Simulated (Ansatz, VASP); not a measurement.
# Cross-check of H4C3 (C wire along [100], 9 atoms a period, H-terminated) between VASP and Ansatz

Wanted: the spread between two codes on one cell, functional and k mesh. The structure shown is the start of the Ansatz relaxation below; VASP solves that cell, so the two are compared at the walk's first step.

Calculated with Ansatz 0.2.0; plane waves, with VASP 6.6.1 beside it; single point at PBE.

**1. The starting structure**

The cell holds 21 atoms: 9 C and 12 H. Cell: a = 11.663 Å, b = 11.663 Å, c = 3.570 Å, α = 90.0°, β = 90.0°, γ = 90.0°. Vacuum lies along a and b. The structure's axis is c.

**2. Ansatz: relaxation, PBE**

Ansatz runs on its PAW soft_1 files.

The two programs are compared at the cell with which this relaxation starts, whose forces are those of its first step.

input.yaml reads:

```yaml
crystal:
  lattice:
    - [11.663, 0.0, 0.0]
    - [0.0, 11.663, 0.0]
    - [0.0, 0.0, 3.57]
  atoms:
    - { symbol: C, position: [0.500011344, 0.500011344, 0.0] }
    - { symbol: H, position: [0.368044242, 0.368044242, 0.068870504] }
    - { symbol: H, position: [0.631978445, 0.631978445, 0.068870504] }
    - { symbol: C, position: [0.423487293, 0.423487293, 0.25] }
    - { symbol: C, position: [0.576535394, 0.576535394, 0.25] }
    - { symbol: H, position: [0.291520192, 0.555454394, 0.318870504] }
    - { symbol: H, position: [0.444568293, 0.708502495, 0.318870504] }
    - { symbol: H, position: [0.555454394, 0.291520192, 0.318870504] }
    - { symbol: H, position: [0.708502495, 0.444568293, 0.318870504] }
    - { symbol: C, position: [0.346963243, 0.500011344, 0.5] }
    - { symbol: C, position: [0.500011344, 0.346963243, 0.5] }
    - { symbol: C, position: [0.500011344, 0.653059445, 0.5] }
    - { symbol: C, position: [0.653059445, 0.500011344, 0.5] }
    - { symbol: H, position: [0.291520192, 0.444568293, 0.681129496] }
    - { symbol: H, position: [0.444568293, 0.291520192, 0.681129496] }
    - { symbol: H, position: [0.555454394, 0.708502495, 0.681129496] }
    - { symbol: H, position: [0.708502495, 0.555454394, 0.681129496] }
    - { symbol: C, position: [0.423487293, 0.576535394, 0.75] }
    - { symbol: C, position: [0.576535394, 0.423487293, 0.75] }
    - { symbol: H, position: [0.368044242, 0.631978445, 0.931129496] }
    - { symbol: H, position: [0.631978445, 0.368044242, 0.931129496] }
kpoints:
  mp_grid: { grid: [1, 1, 23] }
scf:
  occupations: { method: fermi_dirac, width: 0.05 }
hamiltonian:
  xc: pbe
  pseudopotentials: { kind: paw, azcp: { folder: soft_1 } }
relax:
  cell: { fix: [a, b, alpha, beta, gamma] }
  max_steps: 45
  f_tol: 0.03
```

Command:

```
$ ansatz run input.yaml --threads 4 --pin off --max-ram 16384MiB --backend cpu --events-out ev --progress --plain --runs-dir out
```

Numbers of over 12 decimals in the logs are rounded to 6 here.

Output:

```text
Engine: ansatz 0.2.0, aarch64-unknown-linux-gnu
Pseudopotentials: kind: paw
Pseudopotential: C, paw, valence charge 4, recommended cutoff 420 eV (normal), soft_1/C.paw.azcp
Pseudopotential: H, paw, valence charge 1, recommended cutoff 420 eV (normal), soft_1/H.paw.azcp
Functional definition: PBE
  parameter kappa = 0.804
  parameter beta = 0.066725
  exchange = pbe_x(kappa = kappa, mu = beta*pi^2/3)
  correlation = pbe_c(beta = beta)
Crystal: 21 atoms, lattice volume = 485.611 Å³
Basis set: ecut = 420 eV, 9451 PW (Γ), exchange–correlation on 160×160×48 points (8 copies of the dense FFT grid, shifted against one another)
Bands: 45, of which v1, the nominal top of the filled ones, is band 24 counted from 1 (23 counted from 0)
Symmetry: 8 space group operations
Space group: P-42m (ITA 111), of the structure as read, at distance tolerance 7.9e-5 Å
k-points: 12 of 23
Non-local potential: C, projectors of the file, l = 0: 2, l = 1: 2, l = 2: 1
Non-local potential: H, projectors of the file, l = 0: 2, l = 1: 1
PAW form: soft (Blöchl's): semilocal exchange-correlation on the pseudo side does not see the compensation charge
PAW one-centre angular grid: C, 110 points (default); XC on 64 Gauss nodes
PAW one-centre angular grid: H, 110 points (default); XC on 64 Gauss nodes
Initial density: superposition of atomic densities (neutral atoms: chi_scale 0, normalization atom)
Initial wavefunctions: pseudopotential atomic-orbital guess
Functional: x = pbe(κ = 0.804, μ = 0.219515), c = pbe(β = 0.066725)
SCF iter   1: F=—  HF=-2460.272760 eV  |F-HF|=—  |Δ(HF+E_count)|=         —  Δρ=6.90e-2  dr2=2.79e1  ethr=3.10e-3  ⟨swp⟩=9.0  Hψ=3096  notcnv=0  defer=40
preconditioner: auto → Resta (q_TF=auto, 1.855 Å⁻¹)  ε∞=1.5  [insulator: Δε(μ)=7.627 eV  Ē_g=16.833 eV  σ=0.050 eV  W_gap=1.00  n_scr=46 (ndim 8)  ℏωp=11.7 eV  f_vac=0.629  D(μ)=0.00/eV (n_scr^D=0)  ε∞_Penn≈1.5  vacuum switching on, ρ_ref=2.1e-2 e/Å³]
SCF iter   2: F=—  HF=-2451.591255 eV  |F-HF|=—  |Δ(HF+E_count)|=    8.68e0  Δρ=3.14e-2  dr2=3.00e0  ethr=3.10e-3  ⟨swp⟩=4.1  Hψ=1258  notcnv=0  defer=187
SCF iter   3: F=—  HF=-2450.807049 eV  |F-HF|=—  |Δ(HF+E_count)|=   7.84e-1  Δρ=1.08e-2  dr2=4.28e-1  ethr=3.10e-3  ⟨swp⟩=2.0  Hψ=654  notcnv=0  defer=187
SCF iter   4: F=—  HF=-2450.709519 eV  |F-HF|=—  |Δ(HF+E_count)|=   9.75e-2  Δρ=1.75e-3  dr2=1.74e-2  ethr=8.92e-4  ⟨swp⟩=3.9  Hψ=975  notcnv=0  defer=175
SCF iter   5: F=—  HF=-2450.707409 eV  |F-HF|=—  |Δ(HF+E_count)|=   2.11e-3  Δρ=5.81e-4  dr2=1.30e-3  ethr=3.62e-5  ⟨swp⟩=2.0  Hψ=653  notcnv=0  defer=175
SCF iter   6: F=—  HF=-2450.707664 eV  |F-HF|=—  |Δ(HF+E_count)|=   2.54e-4  Δρ=1.78e-4  dr2=6.79e-5  ethr=2.71e-6  ⟨swp⟩=2.1  Hψ=644  notcnv=0  defer=175
SCF iter   7: F=—  HF=-2450.707940 eV  |F-HF|=—  |Δ(HF+E_count)|=   2.77e-4  Δρ=4.34e-5  dr2=7.98e-6  ethr=1.42e-7  ⟨swp⟩=2.0  Hψ=769  notcnv=0  defer=175
SCF iter   8: F=—  HF=-2450.707940 eV  |F-HF|=—  |Δ(HF+E_count)|=   4.56e-7  Δρ=1.08e-5  dr2=5.05e-7  ethr=1.66e-8  ⟨swp⟩=2.0  Hψ=685  notcnv=0  defer=175
SCF iter   9: F=-2450.707940 eV  HF=-2450.707940 eV  |F-HF|=6.67e-9  |Δ(HF+E_count)|=   1.93e-7  Δρ=2.77e-6  dr2=2.61e-8  ethr=2.08e-10  ⟨swp⟩=5.0  Hψ=1637  notcnv=0
SCF 1 converged in 9 iterations: F = -2450.707940 eV  dr2 = 2.61e-8
  greatest PAW one-centre occupation: 0.648 electrons in one spin orbital (limit 2), on the C atom at site 9 (counted from 0), in its partial waves of l = 0
relax step   1: F+E_penalty+E_count = -2450.70794022 eV  Δ(F+E_penalty+E_count) = +0.000e0 eV  max|allowed force component| = 6.135e-1 eV/Å  Δτ_max = 0.0000 Å  P = -0.398 GPa  Ω = 485.611 Å³  fix = [a, b, alpha, beta, gamma]  reactions: a -0.988, b -0.988 GPa  (9 SCF iters, dr2 threshold 1.00e-7 eV, accepted)
[...]
relax step   6: F+E_penalty+E_count = -2451.08766363 eV  Δ(F+E_penalty+E_count) = +1.368e-4 eV  max|allowed force component| = 4.496e-3 eV/Å  Δτ_max = 0.0030 Å  P = +0.018 GPa  Ω = 508.780 Å³  energy of the carried Pulay correction = -5.691e-4 eV  fix = [a, b, alpha, beta, gamma]  reactions: a +0.011, b +0.011 GPa  (5 SCF iters, dr2 threshold 2.42e-8 eV, accepted)
[...]
relax step   7: F+E_penalty+E_count = -2451.08828052 eV  Δ(F+E_penalty+E_count) = -6.169e-4 eV  max|allowed force component| = 4.641e-3 eV/Å  Δτ_max = 0.0000 Å  P = +0.019 GPa  Ω = 508.780 Å³  fix = [a, b, alpha, beta, gamma]  reactions: a +0.011, b +0.011 GPa  stress off target by 3.49e-2 GPa on what of the cell is left free  SCF on the basis re-selected at this cell (its energy is not comparable with the rows above)  (6 SCF iters)
basis re-selected at this cell: Δ(F+E_penalty+E_count) = -6.169e-4 eV, ΔP = +0.001 GPa vs the last step (what re-selecting the basis moved, of the pressure what is left beyond the Pulay correction that the steps carried, after the strain that the cell walked since its last selection, with what the two solves' SCF thresholds leave and, on support functions, any second-order correction that the steps lacked; it is no measure of the basis error at this ecutwfc). The dense FFT grid was sized anew with the basis: this SCF ran on 80×80×27 points, the steps before it on 80×80×25, so part of this shift can come from that change (see relax.cell in the input reference). [rest of the remark cut]
SCF converged after 6 iterations
Free energy (F): -2451.088281 eV
Harris-Foulkes:  -2451.088281 eV  (|F-HF|=1.07e-9)
Internal energy: -2451.088281 eV  (E = F + TS)
E sigma→0 (E₀):  -2451.088281 eV
Fermi energy:    -1.308829 eV
--- Per-component energies (eV) ---
  E_band       = -457.544498
  E_kinetic    = 968.971238
  E_local      = -10546.714656  (includes V_loc(G=0)·N_el)
  E_nonlocal   = 214.434153
  E_hartree    = 4825.545323
  E_xc         = -534.812054
  E_vxc        = -665.511172  (∫ρ·V_xc dr)
  E_paw        = -908.047652  (= ΣΔE_a)
  E_vpaw       = -79.801670  (= ΣTr[D̂ρ^β])
  E_aug_tail   = -0.012825  (compensation charges beyond the density's cutoff)
  E_ewald      = 3529.548192
  E_smearing   = -0.000000  (= −TS)
  E_closure    = 0.000000  (closes the sum)
  Σ components = -2451.088281   (vs F -2451.088281, Δ=0.00e0)
--- Forces (eV/Å), atoms counted from 1 ---
  atom   1  C      0.00000000     0.00000000     0.00000000
  atom   2  H     -0.00294688    -0.00294688    -0.00320156
  atom   3  H      0.00294688     0.00294688    -0.00320156
  atom   4  C     -0.00095126    -0.00095126     0.00170482
  atom   5  C      0.00095126     0.00095126     0.00170482
  atom   6  H      0.00082413     0.00395296    -0.00252108
  atom   7  H     -0.00395296    -0.00082413    -0.00252108
  atom   8  H      0.00395296     0.00082413    -0.00252108
  atom   9  H     -0.00082413    -0.00395296    -0.00252108
  atom  10  C     -0.00464116    -0.00000000     0.00000000
  atom  11  C     -0.00000000    -0.00464116    -0.00000000
  atom  12  C      0.00000000     0.00464116     0.00000000
  atom  13  C      0.00464116     0.00000000    -0.00000000
  atom  14  H      0.00082413    -0.00395296     0.00252108
  atom  15  H     -0.00395296     0.00082413     0.00252108
  atom  16  H      0.00395296    -0.00082413     0.00252108
  atom  17  H     -0.00082413     0.00395296     0.00252108
  atom  18  C     -0.00095126     0.00095126    -0.00170482
  atom  19  C      0.00095126    -0.00095126    -0.00170482
  atom  20  H     -0.00294688     0.00294688     0.00320156
  atom  21  H      0.00294688    -0.00294688     0.00320156
  max |Σ_I F_I| component: 1.30e-18 eV/Å
--- Stress (GPa, compression-positive) ---
        0.010855       0.000000      -0.000000
        0.000000       0.010855       0.000000
       -0.000000       0.000000       0.034925
  P = ⅓ Tr σ = 0.0189 GPa (0.189 kbar)
--- Relaxed structure (5 steps of the walk, 5 accepted, 2 SCFs on fresh bases) ---
  F+E_penalty+E_count = -2451.08828052 eV   max|allowed force component| = 4.641e-3 eV/Å   (the final SCF, on the basis selected at the relaxed cell)
  cell:  # Å, volume = 508.7800 Å³
    - [11.663, 0, 0]
    - [0, 11.663, 0]
    - [0, 0, 3.740326]
  atoms:
    - { symbol: C, position: [0.500011, 0.500011, -5.090558419566458e-19] }
    - { symbol: H, position: [0.368565, 0.368565, 0.099166] }
    - { symbol: H, position: [0.631457, 0.631457, 0.099166] }
    - { symbol: C, position: [0.424844, 0.424844, 0.256074] }
    - { symbol: C, position: [0.575179, 0.575179, 0.256074] }
    - { symbol: H, position: [0.292534, 0.555345, 0.341384] }
    - { symbol: H, position: [0.444678, 0.707489, 0.341384] }
    - { symbol: H, position: [0.555345, 0.292534, 0.341384] }
    - { symbol: H, position: [0.707489, 0.444678, 0.341384] }
    - { symbol: C, position: [0.349530, 0.500011, 0.5] }
    - { symbol: C, position: [0.500011, 0.349530, 0.5] }
    - { symbol: C, position: [0.500011, 0.650493, 0.5] }
    - { symbol: C, position: [0.650493, 0.500011, 0.5] }
    - { symbol: H, position: [0.292534, 0.444678, 0.658616] }
    - { symbol: H, position: [0.444678, 0.292534, 0.658616] }
    - { symbol: H, position: [0.555345, 0.707489, 0.658616] }
    - { symbol: H, position: [0.707489, 0.555345, 0.658616] }
    - { symbol: C, position: [0.424844, 0.575179, 0.743926] }
    - { symbol: C, position: [0.575179, 0.424844, 0.743926] }
    - { symbol: H, position: [0.368565, 0.631457, 0.900834] }
    - { symbol: H, position: [0.631457, 0.368565, 0.900834] }
```

Reading the cycles: dr2 is the Hartree energy of the density residual (eV), the measure of convergence; HF is the Harris–Foulkes estimate of the energy, which meets the free energy F at convergence.

[end of part 1 of 2]

[Lines on the potential files, build, host, timing and source positions are cut from VASP's logs without a mark.]

[Logs are printed without paths, hosts, clocks, repeated set-up lines and the standing remarks that a program may print on its own settings, such as how far it seeks lower states.]

[Hosts, paths, dates, database ids (printed as entryN), source tags and the programs' standing remarks are cut or masked in the printed files.]
